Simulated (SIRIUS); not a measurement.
The system is ZrC.

```xyz
2
Lattice="0.0000 2.3650 2.3650 2.3650 0.0000 2.3650 2.3650 2.3650 0.0000" Properties=species:S:1:pos:R:3 pbc="T T T"
Zr    2.3650    2.3650    2.3650
C     0.0000    0.0000    0.0000
```

- Program: SIRIUS 7.10.0
- Task: single point
- Functional: PBEsol
- Potentials or basis: PseudoDojo 0.4.1 PBEsol standard (scalar relativistic)
- Cutoff: 1127 eV
- Density cutoff: 4507 eV
- k mesh: 10 × 10 × 10
- Occupations: fermi-dirac, width 0.05 eV
- Spin: no spin polarisation

On this cell: pressure -8.3 GPa; largest force zero by symmetry; band gap on the k mesh none (metal or under the smearing width).

The same run follows on a disturbed copy (atoms moved at random, drawn with an rms of 0.05 Å):

```
CELL_PARAMETERS angstrom
0.00000 2.36500 2.36500
2.36500 0.00000 2.36500
2.36500 2.36500 0.00000
ATOMIC_POSITIONS crystal
Zr 0.49014 0.49591 0.50642
C 0.98906 0.99528 0.02158
```

**Question.** What changes?

**Answer.** The energy (extrapolated to zero smearing) moves by +3.9 meV/atom; pressure -8.1 GPa; largest force 0.313 eV/Å; band gap on the k mesh none (metal or under the smearing width).

Forces in eV/Å, atoms in the order of the input:
```
Zr   0.223  0.217 -0.027
C   -0.223 -0.217  0.027
```

Stress tensor (GPa, compression positive):
```
-8.02 -0.14  0.02
-0.14 -8.03  0.02
 0.02  0.02 -8.28
```
